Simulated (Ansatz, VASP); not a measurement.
## One calculation of FeSi2, two programs

```
Fe Si
1.0
     2.69976    0.00000    0.00000
     0.00000    2.69976    0.00000
     0.00000    0.00000    5.12855
Fe Si
1 2
Direct
  0.00000 0.00000 0.00000
  0.50000 0.50000 0.27093
  0.50000 0.50000 0.72907
```

Alike in both runs: functional PBEsol; k mesh 16 × 16 × 8; occupations fermi-dirac, width 0.15 eV; no spin polarisation.

Ansatz relaxed the structure, and its values are those at the end. VASP's run is a single point on that final structure, the one shown.

|  | VASP | Ansatz |
| --- | --- | --- |
| version | VASP 6.6.1 | Ansatz 0.2.0 |
| potentials or method | VASP PAW PBE potentials, release 64 (Fe, Si) | scalar-relativistic, plane waves, PAW |
| plane-wave cutoff (eV) | 520 | 420 |
| valence electrons in the cell | 16 | 24 |

Ansatz gave:

| Property | Result |
| --- | --- |
| gap on the k mesh at the Fermi level (eV) | none |
| pressure (GPa) | -3.6 |
| rms of the force components (eV/Å) | 0.000 |

Question: Estimate VASP's values.

Answer: gap on the k mesh at the Fermi level (eV): none; pressure (GPa): -3.2; rms of the force components (eV/Å): 0.008.

A gap of «none» marks a metal or a gap that the smearing closes. The two sets of potentials don't hold the same shells in valence.

Caveats: the PAW data sets were made with another functional, which shifts forces and pressure a little (VASP). Spin polarisation is off, so any magnetic state and its effect on volume and gap are missing.
